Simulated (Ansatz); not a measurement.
# CuO (P4/nmm) in Ansatz: settings compared

Aim: see how the results for CuO move with the level of theory and the settings. Levels: LDA+U, r2SCAN. Tasks: band structure, single point, equation of state.

Everything below comes from runs of Ansatz 0.2.0. Logs are shortened: lines on timing, memory, paths and dates and some standing lists are left out, and cuts for length are marked.

### Step 1. The crystal as given

Symmetry: P4/nmm, No. 129, tetragonal system. Conventional cell: a = 3.175 Å, b = 3.175 Å, c = 4.650 Å, α = 90.00°, β = 90.00°, γ = 90.00°. Cu (site symmetry -4m2) has 4 O at 2.02 Å and 4 Cu at 2.25 Å as nearest neighbours. Around O (site symmetry 4mm) lie 4 Cu at 2.02 Å.

The cell was built by a generator and needn't be a form met in nature.

### Step 2. Band structure, LDA+U

The input, input.yaml:

```yaml
crystal:
  lattice:
    - [3.1754955, 0.0, 0.0]
    - [0.0, 3.1754955, 0.0]
    - [0.0, 0.0, 4.64953187]
  atoms:
    - { symbol: Cu, position: [0.0, 0.0, 0.0] }
    - { symbol: Cu, position: [0.5, 0.5, 0.0] }
    - { symbol: O, position: [0.5, 0.0, 0.267] }
    - { symbol: O, position: [0.0, 0.5, 0.733] }
hamiltonian:
  xc: lda
  pseudopotentials: { kind: paw }
  hubbard: { sites: [{ species: Cu, l: d, u_eff: 4.5 }] }
kpoints:
  mp_grid: { grid: [8, 8, 6] }
  band_path:
    path:
      - [[0.0, 0.0, 0.0], [0.0, 0.5, 0.0], [0.5, 0.5, 0.0], [0.0, 0.0, 0.0], [0.0, 0.0, 0.5], [0.0, 0.5, 0.5], [0.5, 0.5, 0.5], [0.0, 0.0, 0.5]]
      - [[0.0, 0.5, 0.0], [0.0, 0.5, 0.5]]
      - [[0.5, 0.5, 0.0], [0.5, 0.5, 0.5]]
    npoints: 14
scf:
  occupations: { method: fermi_dirac, width: 0.05 }
  n_extra_bands: 10
output:
  forces: true
  stress: true
  eigenvalues: true
  fatbands: true
  write_density: true
  write_potential: true
  elf: true
  volumetric_format: npy
```

Potentials or basis: Ansatz PAW.

The run is started by

```console
$ ansatz run input.yaml --threads 2 --pin off --max-ram 5632MiB --backend cpu --events-out ev --progress --plain --runs-dir out
```

Log:

```text
Warning: RAYON_NUM_THREADS=2 ignored (pool sized by the plan → 2); use --threads N
Cu: projections on atomic orbitals take those of the free atom [Ne] 3s2 3p6 3d10 4s1, of charge +0.00 (hamiltonian.pseudopotentials.projection_atoms); the dataset's partial waves leave at most 2.0e-6 of an orbital's norm unspanned inside its sphere
O: projections on atomic orbitals take those of the free atom [He] 2s2 2p4, of charge +0.00 (hamiltonian.pseudopotentials.projection_atoms); the dataset's partial waves leave at most 1.9e-8 of an orbital's norm unspanned inside its sphere
scf.n_extra_bands = 10 over 25 filled bands (N_el = 50.0): the run solves 35 bands
Engine: ansatz 0.2.0, aarch64-unknown-linux-gnu
Pseudopotentials: kind: paw
Pseudopotential: Cu, paw, valence charge 19, recommended cutoff 420 eV (normal), Cu.paw.azcp
Pseudopotential: O, paw, valence charge 6, recommended cutoff 420 eV (normal), O.paw.azcp
Functional definition: SPW92
  exchange = slater_x
  correlation = pw_c
Crystal: 4 atoms, lattice volume = 46.885 Å³
Basis set: ecut = 420 eV, 935 PW (Γ)
Bands: 35, of which v1, the nominal top of the filled ones, is band 25 counted from 1 (24 counted from 0)
Symmetry: 16 space group operations
Space group: P4/nmm (ITA 129), of the structure as read, at distance tolerance 3.6e-5 Å
k-points: 60 of 384
Non-local potential: Cu, projectors of the file, l = 0: 3, l = 1: 2, l = 2: 3, l = 3: 1
Non-local potential: O, projectors of the file, l = 0: 2, l = 1: 2, l = 2: 1
PAW form: soft (Blöchl's): semilocal exchange-correlation on the pseudo side does not see the compensation charge
PAW frozen core: Cu, regenerated for the run's functional, and the local potential with it (the file was generated under x = pbe(κ = 0.804, μ = 0.2195149727645171), c = pbe(β = 0.06672455060314922))
PAW frozen core: O, regenerated for the run's functional, and the local potential with it (the file was generated under x = pbe(κ = 0.804, μ = 0.2195149727645171), c = pbe(β = 0.06672455060314922))
PAW one-centre angular grid: Cu, 590 points (default); XC on 64 Gauss nodes
PAW one-centre angular grid: O, 110 points (default); XC on 64 Gauss nodes
Initial density: superposition of atomic densities (chi_scale 0.1, normalization cell, long waves of neutral atoms under a Hubbard term (reshape's long-wave potential 0.24 eV rms, cloud 1.98 Å wide))
Initial wavefunctions: pseudopotential atomic-orbital guess
Functional: x = slater, c = lda
SCF iter   1: F=—  HF=-14215.443202 eV  |F-HF|=—  |Δ(HF+E_count)|=         —  Δρ=1.33e-1  dr2=9.26e0  ethr=3.10e-3  ⟨swp⟩=5.6  Hψ=8231  notcnv=0  defer=16
preconditioner: auto → LDOS  [metal: Δε(μ)=0.012 eV  Ē_g=16.667 eV  σ=0.050 eV  W_gap=0.06  n_scr=16 (ndim 8)  ℏωp=31.6 eV  f_vac=0.190  D(μ)=3.62/eV (n_scr^D=36)  β→1.0]
SCF iter   2: F=—  HF=-14216.765076 eV  |F-HF|=—  |Δ(HF+E_count)|=    1.32e0  Δρ=2.32e-1  dr2=1.37e1  ethr=3.10e-3  ⟨swp⟩=3.3  Hψ=5002  notcnv=0  defer=138
SCF iter   3: F=—  HF=-14214.611505 eV  |F-HF|=—  |Δ(HF+E_count)|=    2.15e0  Δρ=1.27e-1  dr2=3.48e0  ethr=3.10e-3  ⟨swp⟩=2.0  Hψ=3853  notcnv=0  defer=141
SCF iter   4: F=—  HF=-14213.881874 eV  |F-HF|=—  |Δ(HF+E_count)|=   7.30e-1  Δρ=4.92e-2  dr2=6.30e-1  ethr=3.10e-3  ⟨swp⟩=2.0  Hψ=3824  notcnv=0  defer=141
SCF iter   5: F=—  HF=-14213.831053 eV  |F-HF|=—  |Δ(HF+E_count)|=   5.08e-2  Δρ=1.87e-2  dr2=6.44e-2  ethr=1.26e-3  ⟨swp⟩=2.0  Hψ=2798  notcnv=0  defer=141
SCF iter   6: F=—  HF=-14213.840257 eV  |F-HF|=—  |Δ(HF+E_count)|=   9.20e-3  Δρ=1.71e-2  dr2=7.20e-2  ethr=1.29e-4  ⟨swp⟩=2.0  Hψ=3723  notcnv=0  defer=143
SCF iter   7: F=—  HF=-14213.834228 eV  |F-HF|=—  |Δ(HF+E_count)|=   6.03e-3  Δρ=5.08e-3  dr2=5.58e-3  ethr=1.29e-4  ⟨swp⟩=2.8  Hψ=3169  notcnv=0  defer=143
SCF iter   8: F=—  HF=-14213.833865 eV  |F-HF|=—  |Δ(HF+E_count)|=   3.62e-4  Δρ=3.46e-3  dr2=2.85e-3  ethr=1.12e-5  ⟨swp⟩=1.0  Hψ=1957  notcnv=0  defer=143
SCF iter   9: F=—  HF=-14213.833159 eV  |F-HF|=—  |Δ(HF+E_count)|=   7.07e-4  Δρ=2.24e-3  dr2=1.05e-3  ethr=5.70e-6  ⟨swp⟩=2.1  Hψ=2961  notcnv=0  defer=143
SCF iter  10: F=—  HF=-14213.832955 eV  |F-HF|=—  |Δ(HF+E_count)|=   2.04e-4  Δρ=1.25e-3  dr2=4.87e-4  ethr=2.10e-6  ⟨swp⟩=1.0  Hψ=1958  notcnv=0  defer=143
SCF iter  11: F=—  HF=-14213.832836 eV  |F-HF|=—  |Δ(HF+E_count)|=   1.19e-4  Δρ=5.43e-4  dr2=8.97e-5  ethr=9.74e-7  ⟨swp⟩=2.1  Hψ=2402  notcnv=0  defer=143
SCF iter  12: F=—  HF=-14213.832832 eV  |F-HF|=—  |Δ(HF+E_count)|=   3.53e-6  Δρ=3.04e-4  dr2=1.38e-5  ethr=1.79e-7  ⟨swp⟩=2.1  Hψ=2417  notcnv=0  defer=143
SCF iter  13: F=—  HF=-14213.832831 eV  |F-HF|=—  |Δ(HF+E_count)|=   1.79e-6  Δρ=1.85e-4  dr2=3.54e-6  ethr=2.75e-8  ⟨swp⟩=1.6  Hψ=2160  notcnv=0  defer=143
SCF iter  14: F=—  HF=-14213.832830 eV  |F-HF|=—  |Δ(HF+E_count)|=   2.13e-7  Δρ=6.17e-5  dr2=3.76e-7  ethr=7.07e-9  ⟨swp⟩=2.2  Hψ=2645  notcnv=0  defer=143
SCF iter  15: F=-14213.832831 eV  HF=-14213.832831 eV  |F-HF|=6.62e-8  |Δ(HF+E_count)|=   1.12e-7  Δρ=2.47e-5  dr2=8.01e-8  ethr=2.00e-10  ⟨swp⟩=12.3  Hψ=14909  notcnv=0
SCF 1 converged in 15 iterations: F = -14213.832831 eV  dr2 = 8.01e-8
NSCF: frozen V_eff on 129 k-points
SCF converged after 15 iterations
Free energy (F): -14213.832831 eV
Harris-Foulkes:  -14213.832831 eV  (|F-HF|=6.62e-8)
Internal energy: -14213.788416 eV  (E = F + TS)
E sigma→0 (E₀):  -14213.810623 eV
Entropy (-TS):   -0.044414 eV (-11.104 meV/atom)
Fermi energy:    7.673608 eV
--- Per-component energies (eV) ---
  E_band       = -1043.026483
  E_kinetic    = 941.627112
  E_local      = -12598.087069  (includes V_loc(G=0)·N_el)
  E_nonlocal   = 905.608287
  E_hartree    = 5576.316195
  E_xc         = -319.353947
  E_vxc        = -412.522042  (∫ρ·V_xc dr)
  E_hubbard    = 1.586655  (on-site DFT+U / exact-exchange correction)
  E_vhub       = -40.152280  (the Hubbard potential's part of the band-sum identity)
  E_paw        = -3488.241788  (= ΣΔE_a)
  E_vpaw       = -992.164483  (= ΣTr[D̂ρ^β])
  E_aug_tail   = 0.005492  (compensation charges beyond the density's cutoff)
  E_ewald      = -5234.342517
  E_core_change = 1.093163  (= ΣΔE_core)
  E_smearing   = -0.044414  (= −TS)
  E_closure    = -0.000000  (closes the sum)
  Σ components = -14213.832831   (vs F -14213.832831, Δ=0.00e0)
--- Forces (eV/Å), atoms counted from 1 ---
  atom   1  Cu     0.00000000     0.00000000    -0.00000000
  atom   2  Cu    -0.00000000     0.00000000     0.00000000
  atom   3  O      0.00000000     0.00000000    -1.20142355
  atom   4  O     -0.00000000     0.00000000     1.20142355
  max |Σ_I F_I| component: 0.00e0 eV/Å
--- Stress (GPa, compression-positive) ---
       15.976052       0.000000      -0.000000
        0.000000      15.976052      -0.000000
       -0.000000      -0.000000     -14.823248
  P = ⅓ Tr σ = 5.7096 GPa (57.096 kbar)
--- Band table (eV; the first three rows and the last of 60) ---
  k-point 0: bands = ["-102.5951", "-102.5364", "-60.5392", "-60.5392", "-60.4149", "-60.3650", "-60.3168", "-60.3168", "-10.1450", "-9.4094", "1.0126", "1.6030", "2.1627", "2.3311", "2.3311", "4.0357", "4.0357", "4.9444", "5.5570", "5.6666", "6.3323", "6.3742", "6.3742", "7.5248", "8.2084", "8.2084", "9.3026", "14.7503", "19.2371", "19.2371", "20.1191", "20.2997", "23.1082", "28.3788", "28.3788"]
  k-point 1: bands = ["-102.5952", "-102.5364", "-60.5392", "-60.5392", "-60.4149", "-60.3650", "-60.3168", "-60.3168", "-10.1023", "-9.4552", "1.0353", "1.5641", "2.1629", "2.3076", "2.3076", "4.0618", "4.0618", "4.9512", "5.5570", "5.6741", "6.3323", "6.4141", "6.4141", "7.3149", "8.1630", "8.1630", "9.7229", "14.5594", "19.2315", "19.2315", "20.3527", "20.3896", "22.7525", "27.1299", "27.7572"]
  k-point 2: bands = ["-102.5953", "-102.5364", "-60.5392", "-60.5392", "-60.4149", "-60.3650", "-60.3168", "-60.3168", "-9.9913", "-9.5715", "1.1082", "1.4626", "2.1632", "2.2630", "2.2630", "4.1108", "4.1108", "4.9650", "5.5570", "5.6680", "6.3323", "6.5026", "6.5026", "7.0536", "8.0642", "8.0642", "10.4958", "14.0959", "19.2216", "19.2216", "20.6573", "21.1173", "22.0306", "24.6364", "27.1591"]
  k-point 59: bands = ["-102.5718", "-102.5718", "-60.5688", "-60.5688", "-60.3891", "-60.3891", "-60.2956", "-60.2956", "-9.3623", "-9.3623", "1.6073", "1.6073", "3.4444", "3.4444", "3.6429", "3.6429", "3.6894", "3.6894", "5.0434", "5.0434", "5.3586", "5.3586", "5.4779", "5.4779", "7.0468", "7.0468", "14.8354", "14.8354", "17.5486", "17.5486", "21.2067", "21.2067", "21.8597", "21.8597", "26.0722"]
Occupation matrices written to <dir>
```

It took 9.6 s on 2 threads of Arm Neoverse V1, shared host; peak memory 0.46 GiB.

What came out:

| Quantity | Value |
| --- | --- |
| Free energy | -14213.8328 eV |
| Pressure | 5.7 GPa |
| Largest force | 1.201 eV/Å |
| Band gap on the k mesh | none (metal or under the smearing width) |

Forces on the atoms (eV/Å):
```
Cu   0.000  0.000  0.000
Cu   0.000  0.000  0.000
O    0.000  0.000 -1.201
O    0.000  0.000  1.201
```

Stress tensor (GPa, compression positive):
```
 15.98   0.00   0.00
  0.00  15.98   0.00
  0.00   0.00 -14.82
```

Levels at the corners of the path, in eV from the Fermi level:
| point | band 22 | band 23 | band 24 | band 25 | band 26 | band 27 |
| --- | --- | --- | --- | --- | --- | --- |
| Γ | -1.30 | -1.30 | -0.15 | 0.53 | 0.53 | 1.63 |
| X | -2.88 | -0.34 | -0.34 | 0.01 | 0.01 | 5.80 |
| M | -2.22 | -1.78 | -1.78 | -0.79 | -0.79 | 6.22 |
| Γ | -1.30 | -1.30 | -0.15 | 0.53 | 0.53 | 1.63 |
| Z | -1.12 | -1.12 | -0.71 | 0.34 | 0.34 | 3.24 |
| R | -3.04 | 0.06 | 0.06 | 0.10 | 0.10 | 5.64 |
| A | -2.32 | -2.20 | -2.20 | -0.63 | -0.63 | 7.16 |
| Z | -1.12 | -1.12 | -0.71 | 0.34 | 0.34 | 3.24 |
| X | -2.88 | -0.34 | -0.34 | 0.01 | 0.01 | 5.80 |
| R | -3.04 | 0.06 | 0.06 | 0.10 | 0.10 | 5.64 |
| M | -2.22 | -1.78 | -1.78 | -0.79 | -0.79 | 6.22 |
| A | -2.32 | -2.20 | -2.20 | -0.63 | -0.63 | 7.16 |

Eigenvalues of the final occupation matrices:
```csv
site,spin,trace,eigenvalues
site 1,1,4.81,0.93 0.93 0.98 0.98 0.98
site 2,1,4.81,0.93 0.93 0.98 0.98 0.98
```

Caveat: the pressure holds a Pulay correction of +0.9 GPa for the finite cutoff; the run has no spin polarisation, though such a crystal can be magnetic; U without spin polarisation on a metal has little footing; the PAW data sets come from PBE, with cores solved anew for the run's functional, which leaves a small shift of forces and pressure; forces of over 1 eV/Å show positions far from the minimum, so gaps and moduli don't describe the material at rest.

(Part 1 of 2 ends here.)
